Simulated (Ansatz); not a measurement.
**HgTe: the cell at several levels of theory**

An exercise on one series of results from a longer session: the logs are not shown, and one member is left open.

The runs shown are made with Ansatz 0.2.0. PAW datasets, plane waves, zero pressure. Note: simulated data, non-magnetic, for a generated structure that need not be the stable one.

### The cell

This is the cell as the run starts from it, not yet at rest; its lengths are not the crystal's.

Space group P6_3/mmc (No. 194), hexagonal; conventional cell a = 4.657 Å, c = 5.821 Å, 27.33 Å³ an atom. Hg has 5 Te at 2.69–2.91 Å; Te has 5 Hg at 2.69–2.91 Å.

Coordinates:

Space group P6_3/mmc (No. 194). a = 4.657 Å, b = 4.657 Å, c = 5.821 Å, α = 90.00°, β = 90.00°, γ = 120.00°
| atom | site | symmetry | x | y | z |
| --- | --- | --- | --- | --- | --- |
| Hg | 2c | -6m2 | 0.3333 | 0.6667 | 0.2500 |
| Te | 2d | -6m2 | 0.6667 | 0.3333 | 0.2500 |

Set-up of the first run:

Input file input.yaml:

```yaml
crystal:
  lattice:
    - [4.6567538693, 0.0, 0.0]
    - [-2.3283769347, 4.03286715, 0.0]
    - [0.0, 0.0, 5.820633]
  atoms:
    - { symbol: Hg, position: [0.3333333333, 0.6666666667, 0.25] }
    - { symbol: Hg, position: [0.6666666667, 0.3333333333, 0.75] }
    - { symbol: Te, position: [0.6666666667, 0.3333333333, 0.25] }
    - { symbol: Te, position: [0.3333333333, 0.6666666667, 0.75] }
kpoints:
  mp_grid: { grid: [6, 6, 4] }
hamiltonian:
  xc: pbe
scf:
  occupations: { method: fermi_dirac, width: 0.02 }
relax:
  f_tol: 0.005
  cell: {}
```

Steps of the session up to this table: PBE: cell and atoms; r2SCAN: cell and atoms; PBEsol: cell and atoms; Relaxing with LDA; Relaxation with HSE06.

One table of the session follows, with a row left open; its other results are not shown here.

```
 level  a (Å)  c (Å)  volume (Å³/atom)
   PBE  4.877  7.298            37.579
r2SCAN      ?      ?                 ?
PBEsol  4.828  6.705            33.835
   LDA  4.929  6.053            31.834
 HSE06  4.779  7.479            36.983
```

Q: Estimate the row for r2SCAN from the others.

The run gave: a (Å): 4.820; c (Å): 7.196; volume (Å³/atom): 36.189. In the column «a (Å)» it lies between HSE06 (4.779) and PBEsol (4.828).

LDA gives the smallest cell and PBE the largest; they differ by 18.0 % in volume, a mean of 5.7 % in length. The meshes differ: PBE 6×6×4, r2SCAN 6×6×4, PBEsol 6×6×4, LDA 6×6×4, HSE06 6×6×2.

To keep in mind: Warnings in the runs' records: filled band counts differ across k points.
